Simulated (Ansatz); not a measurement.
# Cr: from a first guess to the relaxed hcp type

First guess:

```xyz
2
Lattice="2.5123 0.0000 0.0000 -1.2562 2.1757 0.0000 0.0000 0.0000 4.0700" Properties=species:S:1:pos:R:3 pbc="T T T"
Cr    0.0000    1.4505    1.0175
Cr    1.2562    0.7252    3.0525
```

Computed with DFT, PBE, PAW with Ansatz's default frozen-core files, scalar-relativistic in Ansatz 0.2.0.

Cell and atoms relax within the symmetry of the start on a 17×17×9 k mesh with 0.05 eV Fermi–Dirac smearing, from parallel moments.

The start is built from a prototype, known or not as a phase of this compound; the cutoff is 420 eV.

The magnetic state is the one reached from parallel moments; other orders may lie lower.

Question: What is the pressure of the first guess?

Answer: 18.01 GPa.

Question: What does it relax to?

Answer: a = 2.485 Å, b = 2.485 Å, c = 4.456 Å, α = 90.00°, β = 90.00°, γ = 120.00° (conventional cell), 11.92 Å³ per atom:
Space group P6_3/mmc (No. 194). a = 2.485 Å, b = 2.485 Å, c = 4.456 Å, α = 90.00°, β = 90.00°, γ = 120.00°
```tsv
atom	site	symmetry	x	y	z
Cr	2c	-6m2	0.3333	0.6667	0.2500
```

Question: How much energy does the relaxation release?

Answer: 93 meV/atom.

Question: What moment does the relaxed primitive cell (2 atoms) carry?

Answer: 0.00 μB.
